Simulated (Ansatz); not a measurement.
# Thickness series of a HfN/AlN/TaN junction, part 2 of 9

Wanted: T(E), the conductance and its decay constant for HfN/AlN/TaN. The lower electrode is HfN rock salt(001), the upper one TaN rock salt(001); the barrier is AlN zinc blende(001) (N and N faces). In the first transport cell, after relaxation, the nearest pair of electrode and barrier is Hf–N at 2.28 Å, at a slant, at the lower face and Ta–N at 2.17 Å, at a slant, at the upper one. All share a net of side 3.203 Å, which strains the lower electrode by +0.0 %, the upper one by +2.5 % and the barrier by +2.9 %, against typed lattice constants near PBE's. The first steps treat the bulk electrodes alone.

Ansatz 0.2.0; PBE DFT, plane waves, PAW files (the session's first sound run).

So far: Set-up; The strained electrode, electrode HfN rock salt(001).

### Step 3. Layer spacing of the electrode, electrode TaN rock salt(001)

System of this step: TaN. It takes space group I4/mmm (No. 139, tetragonal). The conventional cell has a = 3.203 Å, b = 3.203 Å, c = 4.343 Å, α = 90.00°, β = 90.00°, γ = 90.00°. N has 6 Ta at 2.17 to 2.26 Å nearest. Nearest to Ta lie 6 N at 2.17 to 2.26 Å. Farther neighbours and most contacts between anions are not listed.

The electrode is held to the junction's net and relaxed along the normal; its spacing is used for the ideal lead layers.

Input file input.yaml:

```yaml
crystal:
  lattice:
    - [3.203, 0.0, 0.0]
    - [0.0, 3.203, 0.0]
    - [0.0, 0.0, 4.3431917718]
  atoms:
    - { symbol: "N", position: [0.0, 0.0, 0.0] }
    - { symbol: Ta, position: [0.5, 0.5, 0.0] }
    - { symbol: "N", position: [0.5, 0.5, 0.5] }
    - { symbol: Ta, position: [0.0, 0.0, 0.5] }
kpoints:
  mp_grid: { grid: [10, 10, 7] }
scf:
  occupations: { method: fermi_dirac, width: 0.1 }
  max_iter: 150
hamiltonian:
  xc: pbe
relax:
  f_tol: 0.01
  max_steps: 40
  cell: { fix: [a, b, angles] }
```

Started as:

```sh
$ ansatz run input.yaml --threads 8 --pin off --max-ram 24576MiB --backend cpu --events-out ev --progress --plain --runs-dir out
```

Numbers of over 12 decimals in the logs are rounded to 6 here.

Output:

```text
[...]
Crystal: 4 atoms, lattice volume = 44.558 Å³
Basis set: ecut = 420 eV, 863 PW (Γ), exchange–correlation on 48×48×60 points (8 copies of the dense FFT grid, shifted against one another)
Bands: 22, of which v1, the nominal top of the filled ones, is band 18 counted from 1 (17 counted from 0)
Symmetry: 32 space group operations
[...]
k-points: 84 of 700
[...]
SCF iter   1: F=—  HF=-20635.734763 eV  |F-HF|=—  |Δ(HF+E_count)|=         —  Δρ=2.62e-3  dr2=1.62e-3  ethr=1.77e-3  ⟨swp⟩=5.2  Hψ=17484  notcnv=0  defer=1
automatic band count: the SCF goes on with 26 bands, as 22 were too few: the levels above may hold too much charge
[...]
SCF iter   2: F=—  HF=-20635.734401 eV  |F-HF|=—  |Δ(HF+E_count)|=   3.61e-4  Δρ=1.53e-3  dr2=6.11e-4  ethr=4.49e-6  ⟨swp⟩=2.0  Hψ=3272  notcnv=0
[...]
SCF iter   6: F=-20635.734703 eV  HF=-20635.734703 eV  |F-HF|=2.95e-10  |Δ(HF+E_count)|=   1.04e-8  Δρ=3.31e-6  dr2=2.06e-9  ethr=7.75e-11  ⟨swp⟩=2.4  Hψ=6619  notcnv=0
SCF 1 converged in 6 iterations: F = -20635.734703 eV  dr2 = 2.06e-9
[...]
relax step   1: F+E_penalty+E_count = -20635.73470334 eV  Δ(F+E_penalty+E_count) = +0.000e0 eV  max|allowed force component| = 3.501e-29 eV/Å  Δτ_max = 0.0000 Å  P = -8.809 GPa  Ω = 44.558 Å³  fix = [a, b, alpha, beta, gamma]  reactions: a -16.548, b -16.548 GPa  (6 SCF iters, dr2 threshold 1.00e-7 eV, accepted)
Crystal: 4 atoms, lattice volume = 44.963 Å³
Basis set: ecut = 420 eV, 887 PW (Γ), exchange–correlation on 48×48×60 points (8 copies of the dense FFT grid, shifted against one another)
Bands: 26, of which v1, the nominal top of the filled ones, is band 18 counted from 1 (17 counted from 0)
[...]
SCF iter   6: F=-20635.741492 eV  HF=-20635.741492 eV  |F-HF|=3.64e-12  |Δ(HF+E_count)|=   2.07e-9  Δρ=1.08e-6  dr2=3.86e-10  ethr=1.73e-11  ⟨swp⟩=1.1  Hψ=5826  notcnv=0
SCF 2 converged in 6 iterations: F = -20635.741492 eV  dr2 = 3.86e-10
relax step   2: F+E_penalty+E_count = -20635.74149207 eV  Δ(F+E_penalty+E_count) = -6.789e-3 eV  max|allowed force component| = 1.193e-29 eV/Å  Δτ_max = 0.0000 Å  P = -11.931 GPa  Ω = 44.963 Å³  energy of the carried Pulay correction = -1.255e-3 eV  fix = [a, b, alpha, beta, gamma]  reactions: a -17.790, b -17.790 GPa  (6 SCF iters, dr2 threshold 4.00e-7 eV, accepted)
Crystal: 4 atoms, lattice volume = 44.951 Å³
[...]
SCF iter   6: F=-20635.741539 eV  HF=-20635.741539 eV  |F-HF|=7.28e-12  |Δ(HF+E_count)|=  5.09e-11  Δρ=1.13e-7  dr2=3.43e-12  ethr=1.00e-12  ⟨swp⟩=1.0  Hψ=4707  notcnv=0
SCF 3 converged in 6 iterations: F = -20635.741539 eV  dr2 = 3.43e-12
relax step   3: F+E_penalty+E_count = -20635.74153889 eV  Δ(F+E_penalty+E_count) = -4.682e-5 eV  max|allowed force component| = 2.081e-29 eV/Å  Δτ_max = 0.0000 Å  P = -11.839 GPa  Ω = 44.951 Å³  energy of the carried Pulay correction = -1.217e-3 eV  fix = [a, b, alpha, beta, gamma]  reactions: a -17.754, b -17.754 GPa  (6 SCF iters, dr2 threshold 1.11e-7 eV, accepted)
[...]
relax step   4: F+E_penalty+E_count = -20635.74289955 eV  Δ(F+E_penalty+E_count) = -1.361e-3 eV  max|allowed force component| = 3.254e-29 eV/Å  Δτ_max = 0.0000 Å  P = -11.796 GPa  Ω = 44.951 Å³  fix = [a, b, alpha, beta, gamma]  reactions: a -17.727, b -17.727 GPa  stress off target by 6.67e-2 GPa on what of the cell is left free  SCF on the basis re-selected at this cell (its energy is not comparable with the rows above)  (6 SCF iters)
[...]
relax step   5: F+E_penalty+E_count = -20635.74288791 eV  Δ(F+E_penalty+E_count) = +1.163e-5 eV  max|allowed force component| = 1.854e-29 eV/Å  Δτ_max = 0.0000 Å  P = -11.826 GPa  Ω = 44.955 Å³  energy of the carried Pulay correction = -1.249e-5 eV  fix = [a, b, alpha, beta, gamma]  reactions: a -17.739, b -17.739 GPa  (6 SCF iters, dr2 threshold 1.11e-8 eV, accepted)
[...]
SCF iter   7: F=-20635.742901 eV  HF=-20635.742901 eV  |F-HF|=3.64e-12  |Δ(HF+E_count)|=  4.00e-11  Δρ=3.15e-7  dr2=2.03e-11  ethr=1.00e-12  ⟨swp⟩=3.0  Hψ=6937  notcnv=0
SCF 6 converged in 7 iterations: F = -20635.742901 eV  dr2 = 2.03e-11
relax step   6: F+E_penalty+E_count = -20635.74290051 eV  Δ(F+E_penalty+E_count) = -1.260e-5 eV  max|allowed force component| = 1.883e-29 eV/Å  Δτ_max = 0.0000 Å  P = -11.825 GPa  Ω = 44.955 Å³  fix = [a, b, alpha, beta, gamma]  reactions: a -17.739, b -17.739 GPa  stress off target by 9.14e-4 GPa on what of the cell is left free  SCF on the basis re-selected at this cell (its energy is not comparable with the rows above)  (7 SCF iters)
[...]
SCF converged after 7 iterations
Free energy (F): -20635.742901 eV
[...]
Internal energy: -20635.687809 eV  (E = F + TS)
E sigma→0 (E₀):  -20635.715355 eV
Entropy (-TS):   -0.055091 eV (-13.773 meV/atom)
Fermi energy:    20.401263 eV
[...]
--- Stress (GPa, compression-positive) ---
      -17.738524      -0.000000      -0.000000
       -0.000000     -17.738524      -0.000000
       -0.000000      -0.000000       0.000914
  P = ⅓ Tr σ = -11.8254 GPa (-118.254 kbar)
--- Relaxed structure (4 steps of the walk, 4 accepted, 2 SCFs on fresh bases) ---
[...]
cell:  # Å, volume = 44.9550 Å³
    - [3.203, 0, 0]
    - [0, 3.203, 0]
    - [0, 0, 4.381920]
  atoms:
    - { symbol: N, position: [0, 0, 0] }
    - { symbol: Ta, position: [0.500000, 0.500000, 0] }
    - { symbol: N, position: [0.500000, 0.500000, 0.5] }
    - { symbol: Ta, position: [0, 0, 0.5] }
```

Elapsed: 3.7 s, on 8 threads of Arm Neoverse V2, shared host; peak memory 0.43 GiB.

Relaxation path:

| step | energy less that of the first step (eV) | largest force component (eV/Å) | pressure (GPa) | volume (Å³) |
| --- | --- | --- | --- | --- |
| 1 | 0.0000 | 0.0000 | -8.81 | 44.56 |
| 2 | -0.0068 | 0.0000 | -11.93 | 44.96 |
| 3 | -0.0068 | 0.0000 | -11.84 | 44.95 |
| 4* | -0.0082 | 0.0000 | -11.80 | 44.95 |
| 5 | -0.0082 | 0.0000 | -11.83 | 44.96 |
| 6* | -0.0082 | 0.0000 | -11.83 | 44.96 |

Relaxation steps marked * repeat the geometry before them on a plane-wave basis chosen anew for their cell, so energy and pressure can jump there.

Forces are held to the 32 operations that the run works with; a distortion that breaks them can't arise in this run.

| conventional cell, symmetrised | before | after | change |
| --- | --- | --- | --- |
| a (Å) | 3.203 | 3.203 | +0.0 % |
| b (Å) | 3.203 | 3.203 | +0.0 % |
| c (Å) | 4.343 | 4.382 | +0.9 % |
| volume (Å³/atom) | 11.14 | 11.24 | +0.9 % |

Final coordinates:

```xyz
4
Lattice="3.2030 0.0000 0.0000 0.0000 3.2030 0.0000 0.0000 0.0000 4.3819" Properties=species:S:1:pos:R:3 pbc="T T T"
N     0.0000    0.0000    0.0000
Ta    1.6015    1.6015    0.0000
N     1.6015    1.6015    2.1910
Ta    0.0000    0.0000    2.1910
```

Numbers from this step:

```
free energy  : -20635.7429 eV
Fermi energy : 20.40 eV
pressure     : -11.83 GPa
```

(Part 2 of 9 ends here.)

[Logs are printed without paths, hosts, clocks, repeated set-up lines and the standing remarks that a program may print on its own settings, such as how far it seeks lower states.]

[Hosts, paths, dates, database ids (printed as entryN), source tags and the programs' standing remarks are cut or masked in the printed files.]
